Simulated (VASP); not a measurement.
# SnTe (F-43m) in VASP: a series of runs, part 3 of 3

VASP 6.6.1.

**6. G0W0 low-scaling quasiparticle levels, PBE**

POSCAR reads:

```
SnTe
1.0
    0.0000000000      3.6111460000      3.6111460000
    3.6111460000      0.0000000000      3.6111460000
    3.6111460000      3.6111460000      0.0000000000
Te Sn
1 1
Direct
    0.2500000000      0.2500000000      0.2500000000
    0.0000000000      0.0000000000      0.0000000000
```

INCAR.step1 reads:

```
ALGO     = Normal         # electronic algorithm
EDIFF    = 1E-8           # SCF threshold, eV
ENCUT    = 500            # plane-wave cutoff, eV
GGA      = PE             # functional
ISMEAR   = 0              # smearing method
LASPH    = True           # aspherical terms in the spheres
LCHARG   = False          # write CHGCAR
LREAL    = False          # projectors in reciprocal space
LWAVE    = True           # write WAVECAR
NELM     = 100            # most SCF steps
PREC     = Accurate       # precision mode
SIGMA    = 0.01           # smearing width, eV
```

INCAR.step2 reads:

```
ALGO     = Exact          # electronic algorithm
EDIFF    = 1E-8           # SCF threshold, eV
ENCUT    = 500            # plane-wave cutoff, eV
GGA      = PE             # functional
ISMEAR   = 0              # smearing method
ISTART   = 1            
LASPH    = True           # aspherical terms in the spheres
LCHARG   = False          # write CHGCAR
LOPTICS  = True           # frequency-dependent dielectric function
LREAL    = False          # projectors in reciprocal space
LWAVE    = True           # write WAVECAR
NBANDS   = 364            # bands
NELM     = 1              # most SCF steps
PREC     = Accurate       # precision mode
SIGMA    = 0.01           # smearing width, eV
```

INCAR.step3 reads:

```
ALGO     = EVGW0R         # electronic algorithm
EDIFF    = 1E-8           # SCF threshold, eV
ENCUT    = 500            # plane-wave cutoff, eV
ENCUTGW  = 200            # cutoff of the response function
GGA      = PE             # functional
ISMEAR   = 0              # smearing method
ISTART   = 1            
LASPH    = True           # aspherical terms in the spheres
LCHARG   = False          # write CHGCAR
LREAL    = False          # projectors in reciprocal space
LWAVE    = False          # write WAVECAR
NBANDS   = 364            # bands
NBANDSGW = 18           
NELMGW   = 1            
NOMEGA   = 16             # frequency points
PREC     = Accurate       # precision mode
PRECFOCK = Fast         
SIGMA    = 0.01           # smearing width, eV
```

KPOINTS reads:

```
k-points
0
Gamma
  3 3 3
```

Potentials or basis: VASP PAW PBE potentials, release 64 (Te_GW, Sn_d_GW).

Launch:

```sh
cat potpaw_PBE.64/Te_GW/POTCAR potpaw_PBE.64/Sn_d_GW/POTCAR > POTCAR
cp INCAR.step1 INCAR
mpirun -np 1 vasp_std > vasp.out
cp INCAR.step2 INCAR
mpirun -np 1 vasp_std > vasp.out
cp INCAR.step3 INCAR
mpirun -np 1 vasp_std > vasp.out
```

OUTCAR:

```text
EDIFF = 1E-8
   ENCUT = 500
   ENCUTGW = 200
   GGA = PE
   ISMEAR = 0
   ISTART = 1
   LASPH = True
   LREAL = False
   NELMGW = 1
   PREC = Accurate
   PRECFOCK = Fast

 ion  position               nearest neighbor table
   1  0.250  0.250  0.250-   2 3.13   2 3.13   2 3.13   2 3.13
   2  0.000  0.000  0.000-   1 3.13   1 3.13   1 3.13   1 3.13

  LATTYP: Found a face centered cubic cell.
 ALAT       =     7.2222920000

  Lattice vectors:

 A1 = (   0.0000000000,   3.6111460000,   3.6111460000)
 A2 = (   3.6111460000,   0.0000000000,   3.6111460000)
 A3 = (   3.6111460000,   3.6111460000,   0.0000000000)

Analysis of symmetry for initial positions (statically):
=====================================================================
 Subroutine PRICEL returns:
 Original cell was already a primitive cell.

 Routine SETGRP: Setting up the symmetry group for a
 face centered cubic supercell.

 Subroutine GETGRP returns: Found 24 space group operations
 (whereof 24 operations were pure point group operations)
 out of a pool of 48 trial point group operations.

The static configuration has the point symmetry T_d .

Analysis of symmetry for dynamics (positions and initial velocities):
=====================================================================
 Subroutine PRICEL returns:
 Original cell was already a primitive cell.

 Routine SETGRP: Setting up the symmetry group for a
 face centered cubic supercell.

 Subroutine GETGRP returns: Found 24 space group operations
 (whereof 24 operations were pure point group operations)
 out of a pool of 48 trial point group operations.

The dynamic configuration has the point symmetry T_d .

 Subroutine INISYM returns: Found 24 space group operations
 (whereof 24 operations are pure point group operations),
 and found     1 'primitive' translations

----------------------------------------------------------------------------------------

                                     Primitive cell

  volume of cell :      94.1814

  direct lattice vectors                    reciprocal lattice vectors
     0.000000000  3.611146000  3.611146000    -0.138460201  0.138460201  0.138460201
     3.611146000  0.000000000  3.611146000     0.138460201 -0.138460201  0.138460201
     3.611146000  3.611146000  0.000000000     0.138460201  0.138460201 -0.138460201

  length of vectors
     5.106931649  5.106931649  5.106931649     0.239820102  0.239820102  0.239820102

  position of ions in fractional coordinates (direct lattice)
     0.250000000  0.250000000  0.250000000
     0.000000000  0.000000000  0.000000000

  ion indices of the primitive-cell ions
   primitive index   ion index
                 1           1
                 2           2

----------------------------------------------------------------------------------------

 KPOINTS: k-points

Automatic generation of k-mesh.
 Grid dimensions read from file:
 generate k-points for:    3    3    3

 Generating k-lattice:

  Cartesian coordinates                     Fractional coordinates (reciprocal lattice)
    -0.046153400  0.046153400  0.046153400     0.333333333  0.000000000  0.000000000
     0.046153400 -0.046153400  0.046153400     0.000000000  0.333333333  0.000000000
     0.046153400  0.046153400 -0.046153400     0.000000000  0.000000000  0.333333333

  Length of vectors
     0.079940034  0.079940034  0.079940034

  Shift w.r.t. Gamma in fractional coordinates (k-lattice)
     0.000000000  0.000000000  0.000000000

 Subroutine IBZKPT returns following result:
 ===========================================

 Found      4 irreducible k-points:

 Following reciprocal coordinates:
            Coordinates               Weight
  0.000000  0.000000  0.000000      1.000000
  0.333333  0.000000  0.000000      8.000000
  0.333333  0.333333  0.000000      6.000000
 -0.333333  0.333333  0.000000     12.000000
   k-points           NKPTS =      4   k-points in BZ     NKDIM =     27   number of bands    NBANDS=    364
   number of dos      NEDOS =    301   number of ions     NIONS =      2
   total plane-waves  NPLWV =  64000
   dimension x,y,z NGX =    40 NGY =   40 NGZ =   40
   dimension x,y,z NGXF=    80 NGYF=   80 NGZF=   80
   ions per type =               1   1
   NGX,Y,Z   is equivalent  to a cutoff of  13.02, 13.02, 13.02 a.u.
   NGXF,Y,Z  is equivalent  to a cutoff of  26.04, 26.04, 26.04 a.u.
 SYSTEM =  unknown system
   PREC   = accura    normal or accurate (medium, high low for compatibility)
   ISTART =      1    job   : 0-new  1-cont  2-samecut
   ICHARG =      0    charge: 1-file 2-atom 10-const
   ISPIN  =      1    spin polarized calculation?
   LNONCOLLINEAR =      F non collinear calculations
   LSORBIT =      F    spin-orbit coupling
   LASPH  =      T    aspherical Exc in radial PAW
   ENCUT  =  500.0 eV  36.75 Ry    6.06 a.u.   9.31  9.31  9.31*2*pi/ulx,y,z
   NELM   =     60;   NELMIN=  2; NELMDL=  0     # of ELM steps
   EDIFF  = 0.1E-07   stopping-criterion for ELM
   LREAL  =      F    real-space projection
   EDIFFG = 0.1E-06   stopping-criterion for IOM
   NSW    =      0    number of steps for IOM
   IBRION =     -1    ionic relax: 0-MD 1-quasi-New 2-CG
   NFREE  =      0    steps in history (QN), initial steepest desc. (CG)
   ISIF   =      0    stress and relaxation
   ISYM   =      3    0-nonsym 1-usesym 2-fastsym
   POTIM  = 0.5000    time-step for ionic-motion
   TEBEG  =    0.0;   TEEND  =   0.0 temperature during run
   PSTRESS=    0.0 pullay stress
   NELECT =      20.0000    total number of electrons
   NUPDOWN=      -1.0000    fix difference up-down
   EMIN   =  10.00;   EMAX   =-10.00  energy-range for DOS
   EFERMI =   0.00;   METHOD = LEGACY
   ISMEAR =     0;   SIGMA  =   0.01  broadening in eV -4-tet -1-fermi 0-gaus
   EFERMI_NEDOS =   21; number of points for ismear=-14 and -15
   IALGO  =     38    algorithm
   IMIX   =      4    mixing-type and parameters
     AMIX     =   0.40;   BMIX     =  1.00
     AMIX_MAG =   1.60;   BMIX_MAG =  1.00
  volume/ion in A,a.u.               =      47.09       317.78
  Fermi-wavevector in a.u.,A,eV,Ry     =   0.976704  1.845704 12.979296  0.953951
  Thomas-Fermi vector in A             =   2.107344
   LORBIT       =      0    0 simple, 1 ext, 2 COOP (PROOUT), +10 PAW based schemes
   GGA     = PE    functional components
   LHFCALC =     T    Hartree Fock is set to
   PRECFOCK=fast      Normal, Fast or Accurate (Low or Medium for compatibility)
   ENCUT4O =  -1.0   cutoff for four orbital integrals eV
   NKREDX  =     1    reduce k-point grid by
   NKREDY  =     1    reduce k-point grid by
   NKREDZ  =     1    reduce k-point grid by
   AEXX    =    1.0000 exact exchange contribution
   HFSCREEN=    0.0000 screening length (either q_TF or 0.3 A-1)
   HFSCREENC=   0.0000 screening length for correlation (either q_TF or 0.3 A-1)
   ENCUTFOCK=  -1.0 apply spherical cutoff to Coloumb kernel
   IVDW    =     0    specifies the selected vdW correction
   LEPSILON=     F    determine dielectric tensor
   LRPA    =     F    only Hartree local field effects (RPA)
   LRPAFORCE           =     F    calculate RPA forces
   ENCUTGW             = 200.0    cutoff for response function in eV
   ENCUTGWSOFT         = 160.0    soft cutoff for Coulomb kernel in GW response function in eV
   ENCUTLF             =  -1.0    cutoff for local field effects
   NELMGW              =     1    number of iterations in solving QP/BSE equation
   NELMHF              =     1    number of iterations in the inner HF iteration
   NKREDLFX            =     1    NKREDLFY  =   1   NKREDLFZ  =   1
 non-spin polarized calculation
 Gauss-broadening in eV      SIGMA  =   0.01
  energy-cutoff  :      500.00
  volume of cell :       94.18
 maximum number of plane-waves:      2421
 NGX is ok and might be reduce to    40
  NGX = 20; NGY = 20; NGZ = 20
   NGX = 19   NGY = 19   NGZ = 19
 maximum number of plane-waves:       612
 maximum number of plane-waves:     64623
 maximum number of plane-waves:     16361

      cutoff energy     smooth cutoff   RPA   correlation   Hartree contr. to MP2
---------------------------------------------------------------------------------
            200.000           160.000      -23.5811615900      -37.9097227000
            190.476           152.381      -23.4755439460      -37.7704364876
            181.406           145.125      -23.3591955583      -37.6162160574
            172.768           138.214      -23.2282957543      -37.4420631743
            164.541           131.632      -23.0855328458      -37.2514820191
            156.705           125.364      -22.9279660688      -37.0405082368
            149.243           119.394      -22.7530662470      -36.8058982904
            142.136           113.709      -22.5653577081      -36.5535712004
  linear regression
  converged value                          -25.1148305276      -39.9598091293

 QP shifts evaluated in KS or natural orbital/ Bruckner basis
 k-point   1 :       0.0000    0.0000    0.0000
 band No.  KS-energies   sigma(KS)    QP-e(linear)    Z         QP-e(zeros)     Z        occupation    Imag(E_QP)    QP_DIFF TAG

      1     -19.3502     -23.4893     -22.4728       0.7544     -22.3576       0.6968       2.0000      -0.9493       0.0000   2
      2     -19.3502     -23.4968     -22.4784       0.7544     -22.3627       0.6967       2.0000      -0.9500      -0.0000   2
      3     -19.3502     -23.4967     -22.4783       0.7544     -22.3627       0.6967       2.0000      -0.9499       0.0000   2
      4     -19.3414     -23.5240     -22.5157       0.7589     -22.4017       0.7024       2.0000      -0.9308      -0.0000   2
      5     -19.3414     -23.5240     -22.5156       0.7589     -22.4016       0.7024       2.0000      -0.9307       0.0000   2
      6      -9.0960      -9.4033      -9.2861       0.6185      -9.2853       0.6133       2.0000      -1.0173      -0.0000   2
[... 10 lines left out ...]
     17      10.0915       9.6257       9.7521       0.7286       9.7506       0.7355       0.0000      -0.2233      -0.0000   2
     18      10.0915       9.6257       9.7521       0.7286       9.7506       0.7355       0.0000      -0.2233      -0.0000   2
[... 49 lines left out ...]
      2     -19.3483     -23.5047     -22.4898       0.7558     -22.3747       0.6985       2.0000      -0.9426       0.0000   2
      3     -19.3480     -23.4964     -22.4813       0.7553     -22.3661       0.6978       2.0000      -0.9428      -0.0000   2
      4     -19.3416     -23.5210     -22.5115       0.7585     -22.3971       0.7017       2.0000      -0.9277       0.0000   2
      5     -19.3410     -23.5215     -22.5121       0.7585     -22.3975       0.7017       2.0000      -0.9236      -0.0000   2
      6      -8.4046      -8.6591      -8.5653       0.6312      -8.5648       0.6274       2.0000      -0.9718       0.0000   2
[... 10 lines left out ...]
     17      11.4378      11.0389      11.1480       0.7266      11.1466       0.7337       0.0000      -0.2954      -0.0000   2
     18      12.2297      11.8982      11.9890       0.7260      11.9883       0.7306       0.0000      -0.3973      -0.0000   2

  HF+RPA corr. energy TOTEN  =       -38.20385523 eV

  HF+E_corr(extrapolated)    =       -39.73752417 eV
```

Run time: 76 min. Hardware: 1 thread of AMD EPYC 9R45 (Zen 5), shared host; peak memory 22 GiB.

Results:

```yaml
Band_gap_on_the_k_mesh_mean-field_level: 0.82 eV, indirect (least direct gap 0.98 eV)
Quasiparticle_gap: 1.21 eV
Least_direct_quasiparticle_gap: 1.41 eV
RPA_correlation_energy: -12.557 eV/atom
RPA_correlation_energy_per_cell: -25.115 eV
```

Levels at points of the mesh, in eV from the valence-band top:
```csv
k point,band 7,band 8,band 9,band 10,band 11,band 12,band 13,band 14
"(0.00, 0.00, 0.00)",-4.61,-1.37,-1.37,-1.37,1.60,1.60,1.60,4.70
```

Caveat: the k mesh is coarse (spacing up to 0.50 Å⁻¹), so the values aren't converged; bands, screening cutoff and mesh are small and nothing is extrapolated, so the quasiparticle values aren't converged; spin-orbit coupling is left out, which moves the levels of the heavy elements; an odd mesh through Γ misses points on the zone boundary, where band edges often lie.

**7. The reference run**

An earlier run on the cell as given: functional PBEsol; potentials or basis VASP PAW PBE potentials, release 64 (Te, Sn_d); cutoff 520 eV; k mesh 7 × 7 × 7; occupations fermi-dirac, width 0.05 eV; no spin polarisation.

- Pressure: -1.4 GPa
- Band gap on the k mesh: 0.28 eV, indirect (least direct gap 0.79 eV)

**8. Overview**

| task | level | potentials or basis | k mesh | cutoff (eV) | smearing | ladder | cutoff of the response function | frequency points | empty bands | GW scheme | mesh quality | gap on the mesh (eV) | pressure (GPa) |
| --- | --- | --- | --- | --- | --- | --- | --- | --- | --- | --- | --- | --- | --- |
| band structure | LDA | VASP PAW LDA potentials, release 64 (Te, Sn_d) | 8 × 8 × 8 | 520 | gaussian 0.02 eV | gaps | - | - | - | - | not flagged | - | - |
| band structure | PBEsol | VASP PAW PBE potentials, release 64 (Te, Sn_d) | 8 × 8 × 8 | 520 | gaussian 0.02 eV | gaps | - | - | - | - | not flagged | 0.03 | - |
| band structure | r2SCAN | VASP PAW PBE potentials, release 64 (Te, Sn_d) | 8 × 8 × 8 | 520 | gaussian 0.02 eV | gaps | - | - | - | - | not flagged | 0.15 | -0.6 |
| band structure | TB-mBJ | VASP PAW PBE potentials, release 64 (Te, Sn_d) | 8 × 8 × 8 | 520 | gaussian 0.02 eV | gaps | - | - | - | - | not flagged | 0.54 | - |
| G0W0 low-scaling quasiparticle levels | PBE | VASP PAW PBE potentials, release 64 (Te_GW, Sn_d_GW) | 3 × 3 × 3 | 500 | gaussian 0.01 eV | - | 200 | 16 | 354 | G0W0 low-scaling | coarse | - | - |
| single point | PBEsol | VASP PAW PBE potentials, release 64 (Te, Sn_d) | 7 × 7 × 7 | 520 | fermi-dirac 0.05 eV | free | - | - | - | - | not flagged | 0.28 | -1.4 |

Alike in all rows: no spin polarisation; cell as given.

Caveats: some runs use coarse meshes; spin-orbit coupling is left out, which moves the levels of the heavy elements; the PAW data sets were made with another functional, which shifts forces and pressure a little (some runs); an odd mesh through Γ misses points on the zone boundary, where band edges often lie (some runs); bands, screening cutoff and mesh are small and nothing is extrapolated, so the quasiparticle values aren't converged (some runs).

Total energies depend on the potentials used, so only differences within one code and one set of settings carry meaning.
